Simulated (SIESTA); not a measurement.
## ZnS: elastic constants with PBEsol

Crystal: ZnS.

```xyz
2
Lattice="0.0001 2.6885 2.6885 2.6885 0.0001 2.6885 2.6885 2.6885 0.0001" Properties=species:S:1:pos:R:3 pbc="T T T"
Zn    4.0328    4.0328    4.0328
S     0.0000    0.0000    0.0000
```

The cell isn't the ideal one: cell relaxed.

```json
{
  "Program": "SIESTA 5.4.2",
  "Task": "elastic constants",
  "Functional": "PBEsol",
  "Potentials or basis": "PseudoDojo 0.4 standard (PBEsol files)",
  "Basis": "DZP (energy shift 0.003 Ry; two zetas on semicore shells)",
  "Grid cutoff": "800 Ry",
  "Energy shift": "0.003 Ry",
  "k mesh": "7 × 7 × 7",
  "Occupations": "fermi-dirac, width 0.05 eV",
  "Spin": "no spin polarisation",
  "force tolerance": "0.005 eV/Å",
  "Hamiltonian tolerance": "0.0001 eV",
  "density-matrix tolerance": "1e-05"
}
```

```yaml
Elastic_constants_C11_C12_C44: 100, 63, 42 GPa
Voigt_bulk_modulus: 75 GPa
```

Elastic tensor in Voigt notation (GPa, in the Cartesian axes of the cell as first typed):
```
100  63  63   0   0   0
 63 100  63   0   0   0
 63  63 100   0   0   0
  0   0   0  42   0   0
  0   0   0   0  42   0
  0   0   0   0   0  42
```

All runs of the series together: 9.2 min on 1 thread of Intel(R) Xeon(R) Platinum 8259CL CPU @ 2.50GHz (Skylake/Cascade Lake), with other jobs on the host.

Caveat: short orbitals over semicore shells can move pressures by several GPa; the basis of atomic orbitals isn't converged, which shifts pressures, moduli and gaps.
